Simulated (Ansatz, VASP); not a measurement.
This is a calculation of CuO (Tenorite) for Ansatz 0.2.0.

File input.yaml:

```yaml
crystal:
  lattice:
    - [2.34465, -1.7134, 0.0]
    - [2.34465, 1.7134, 0.0]
    - [-0.8605543552, 0.0, 5.0594363927]
  atoms:
    - { symbol: Cu, position: [0.4968, 0.0032, 0.5] }
    - { symbol: Cu, position: [0.0032, 0.4968, 0.0] }
    - { symbol: O, position: [0.4056, 0.5714, 0.7537] }
    - { symbol: O, position: [0.5714, 0.4056, 0.2537] }
hamiltonian:
  xc: pbe
  pseudopotentials: { kind: paw }
kpoints:
  mp_grid: { grid: [10, 10, 5] }
  band_path:
    path:
      - [[0.0, 0.0, 0.0], [-0.5, -0.5, 0.0], [-0.5249462874, -0.5249462874, 0.3256415493], [-0.5, -0.5, 0.5], [-0.6336780905, -0.3663219095, 0.5]]
      - [[-0.3663219095, 0.3663219095, 0.5], [0.0, 0.0, 0.5], [-0.4750537126, -0.4750537126, 0.6743584507]]
      - [[-0.5, -0.5, 0.0], [-0.6126314136, -0.3873685864, 0.0]]
      - [[-0.3873685864, 0.3873685864, 0.0], [0.0, 0.0, 0.0], [-0.5, 0.0, 0.0]]
      - [[-0.5, 0.0, 0.5], [0.0, 0.0, 0.0]]
    npoints: 14
scf:
  occupations: { method: fermi_dirac, width: 0.05 }
  n_extra_bands: 10
output:
  forces: true
  stress: true
  eigenvalues: true
  fatbands: true
```

Potentials or basis: Ansatz PAW.

Command:

```console
$ ansatz run input.yaml --threads 2 --pin off --max-ram 5632MiB --backend cpu --events-out ev --progress --plain --runs-dir out
```

Translate it to VASP 6.6.1. Potentials there: VASP PAW PBE potentials, release 64 (Cu_GW, O_GW).

As run (the cutoff follows the program's own potentials):

INCAR

```
ALGO = Normal
EDIFF = 1E-6
ENCUT = 550
GGA = PE
ISIF = 2
ISMEAR = -1
LASPH = True
LCHARG = False
LMAXMIX = 4
LREAL = False
LWAVE = False
NELM = 80
PREC = Accurate
SIGMA = 0.05
```

Contents of KPOINTS:

```
k-points
0
Gamma
  10 10 5
```

POSCAR

```
CuO
1.0
    2.3446500000     -1.7134000000      0.0000000000
    2.3446500000      1.7134000000      0.0000000000
   -0.8605543552      0.0000000000      5.0594363927
Cu O
2 2
Direct
    0.4968000000      0.0032000000      0.5000000000
    0.0032000000      0.4968000000      0.0000000000
    0.4056000000      0.5714000000      0.7537000000
    0.5714000000      0.4056000000      0.2537000000
```

Contents of KPOINTS_OPT:

```
path GYFLI,I1ZF1,YX1,XGN,MG
15
line-mode
reciprocal
 0.0000000000  0.0000000000  0.0000000000  G
-0.5000000000 -0.5000000000  0.0000000000  Y

-0.5000000000 -0.5000000000  0.0000000000  Y
-0.5249462874 -0.5249462874  0.3256415493  F

-0.5249462874 -0.5249462874  0.3256415493  F
-0.5000000000 -0.5000000000  0.5000000000  L

-0.5000000000 -0.5000000000  0.5000000000  L
-0.6336780905 -0.3663219095  0.5000000000  I

-0.3663219095  0.3663219095  0.5000000000  I1
 0.0000000000  0.0000000000  0.5000000000  Z

 0.0000000000  0.0000000000  0.5000000000  Z
-0.4750537126 -0.4750537126  0.6743584507  F1

-0.5000000000 -0.5000000000  0.0000000000  Y
-0.6126314136 -0.3873685864  0.0000000000  X1

-0.3873685864  0.3873685864  0.0000000000  X
 0.0000000000  0.0000000000  0.0000000000  G

 0.0000000000  0.0000000000  0.0000000000  G
-0.5000000000  0.0000000000  0.0000000000  N

-0.5000000000  0.0000000000  0.5000000000  M
 0.0000000000  0.0000000000  0.0000000000  G
```

Potentials or basis: VASP PAW PBE potentials, release 64 (Cu_GW, O_GW).

Run with:

```sh
$ cat potpaw_PBE.64/Cu_GW/POTCAR potpaw_PBE.64/O_GW/POTCAR > POTCAR
$ mpirun -np 1 vasp_std > vasp.out
```

Both were run:

|  | VASP | Ansatz | Ansatz less VASP |
| --- | --- | --- | --- |
| gap on the k mesh at the Fermi level (eV) | none | none | - |
| pressure (GPa) | 4.6 | 5.7 | +1.06 |
| largest component of the traceless stress (GPa) | 1.67 | 1.74 | +0.072 |
| rms of the force components (eV/Å) | 0.431 | 0.433 | +0.0018 |

Atom by atom the forces differ by 0.005 eV/Å (rms over components). A gap of «none» marks a metal or a gap that the smearing closes. The two sets of potentials don't hold the same shells in valence.

Caveats: the run has no spin polarisation, though such a crystal can be magnetic; semilocal functionals often make such compounds metallic where correlation or magnetic order opens a gap, which also shifts bond lengths; the pressure holds a Pulay correction of +0.7 GPa for the finite cutoff (Ansatz).
